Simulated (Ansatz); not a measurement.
The system is Fe2Ge.

```xyz
3
Lattice="4.1636 0.0000 0.0000 -2.0818 3.6058 0.0000 0.0000 0.0000 2.6265" Properties=species:S:1:pos:R:3 pbc="T T T"
Ge    0.0000    0.0000    0.0000
Fe    0.0000    2.4039    1.3132
Fe    2.0818    1.2019    1.3132
```

The cell comes from a database or a generator and needn't be the stable form of this composition.

Alike in all runs: program Ansatz 0.2.0; functional PBEsol; potentials or basis Ansatz PAW; cutoff 420 eV (not typed: the program's choice for these potentials); k mesh 7 × 7 × 10; occupations fermi-dirac, width 0.05 eV.

The same cell was started in several ways:

```csv
start,free energy over the lowest (meV/atom),net moment (μB),site or absolute moments (μB),gap
"collinear spin, ferrimagnetic start of up to 3 μB",106.0,0.00,"Ge +0.00; Fe +1.72, -1.72",none (metal or under the smearing width)
no spin polarisation,215.8,-,-,none (metal or under the smearing width)
"collinear spin, ferromagnetic start of up to 4.5 μB",0.0,5.04,Ge +0.01; Fe +2.45,none (metal or under the smearing width)
"collinear spin, random start of up to 3.35 μB",0.0,5.04,Ge +0.01; Fe +2.45,none (metal or under the smearing width)
"collinear spin, antiferromagnetic start of up to 3 μB",106.0,0.00,"Ge +0.00; Fe +1.72, -1.72",none (metal or under the smearing width)
"collinear spin, ferromagnetic start of up to 3 μB",0.0,5.04,Ge +0.01; Fe +2.45,none (metal or under the smearing width)
```

The spin-polarised runs without a constraint all converged, yet they end up to 106 meV/atom apart: a converged run can sit in a state that isn't the lowest. Allowing spin polarisation gains 216 meV/atom. A still lower state may exist.

Caveats: the magnetic or orbital state may not be the lowest (some runs).
